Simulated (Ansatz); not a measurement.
Runs of Ansatz 0.2.0 on ZrN. The structure is cubic, space group Fm-3m (No. 225). Conventional cell: a = 4.600 Å, b = 4.600 Å, c = 4.600 Å, α = 90.00°, β = 90.00°, γ = 90.00°. Zr (site symmetry m-3m) has 6 N at 2.30 Å as nearest neighbours. N (site symmetry m-3m) is surrounded by 6 Zr at 2.30 Å. 

```tsv
task	level	potentials or basis	spin	U	cell	k mesh	cutoff (eV)	smearing	driver	double counting	points for each segment of the path	hubbard projectors	other keys	mesh quality	gap on the mesh (eV)	pressure (GPa)
projected density of states	wPBEh	Ansatz PAW	off	-	as given	6 × 6 × 6	420	methfessel-paxton 0.1 eV	-	-	-	-	-	coarse	none	-4.8
projected density of states	wPBEh	Ansatz PAW	off	-	as given	6 × 6 × 6	420	methfessel-paxton 0.1 eV	chain	-	-	-	-	coarse	none	-4.8
band structure	LDA+U	Ansatz PAW small core	collinear, ferromagnetic start	Zr d U = 3.5 eV	as given	10 × 10 × 10	420	fermi-dirac 0.05 eV	chain	fll	14	ortho-atomic (the default)	scf.initial_density.chi_scale = 0.3; hamiltonian.xc = lda	not flagged	none	(a)
electron localisation function	B3LYP+D4	JTH PAW LDA	off	-	volume scaled by 0.96	5 × 5 × 5	1350	gaussian 0.05 eV	chain	-	-	-	-	coarse	none	4.8
```

Q: Fill in the values left out.

A: (a) -8.5.

Caveats: some runs use coarse meshes; the thresholds are loose for stress (some runs); the PAW data sets come from PBE, with cores solved anew for the run's functional, which leaves a small shift of forces and pressure (some runs); the magnetic or orbital state may not be the lowest (some runs); the starting moments weren't kept (some runs); the potentials were made for another functional, which shifts forces and pressure (some runs); pairwise dispersion overbinds metals, which lowers pressure and volume (some runs).

A k mesh can miss the band edges, and the runs leave out spin-orbit coupling on Zr.

A gap of «none» marks a metal or a gap under the smearing width.
